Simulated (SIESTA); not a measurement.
Runs of SIESTA 5.4.2 on C. Symmetry: P6_3/mmc, No. 194, hexagonal system. The conventional cell has a = 2.522 Å, b = 2.522 Å, c = 12.356 Å, α = 90.00°, β = 90.00°, γ = 120.00°. C (site symmetry 3m) is surrounded by 4 C at 1.54 Å. C (site symmetry 3m) has 4 C at 1.54 Å as nearest neighbours. C (site symmetry 3m) is surrounded by 4 C at 1.54 Å. This is a hexagonal form of diamond, not graphite.

| task | level | potentials or basis | k mesh | gap on the mesh (eV) | pressure (GPa) | V0 of scaled cells (Å³/atom) | B0 (GPa) | largest force (eV/Å) |
| --- | --- | --- | --- | --- | --- | --- | --- | --- |
| band structure | AM05 | PseudoDojo 0.4 standard (PBEsol files), DZP (energy shift 0.003 Ry) | 12 × 12 × 3 | 4.39 | 3.8 | - | - | 0.35 |
| equation of state | PBE | PseudoDojo 0.4 standard (PBE files), DZ (energy shift 0.003 Ry) | 8 × 8 × 2 | - | - | 5.83 | 425 | - |
| equation of state | PBE | PseudoDojo 0.4 standard (PBE files), SZ (energy shift 0.003 Ry) | 8 × 8 × 2 | - | - | (b) | (a) | - |
| band structure | LDA | PseudoDojo 0.4 standard (LDA files), DZP (energy shift 0.003 Ry) | 12 × 12 × 3 | 4.49 | (c) | - | - | 0.35 |

Alike in all rows: no spin polarisation; cell as given; smearing fermi-dirac 0.05 eV; grid cutoff 500 Ry; energy shift 0.003 Ry.

Question: Estimate the missing entries.

Answer: (a) 400; (b) 5.98; (c) -2.7.

Caveats: the basis of atomic orbitals isn't converged, which shifts pressures, moduli and gaps; the basis has no polarisation orbitals (some runs); the cell was scaled at fixed shape and fractional positions, which overstates the stiffness of a crystal with free parameters, most of all of layers and chains (some runs); the potentials were made for another functional, which shifts forces and pressure (some runs).

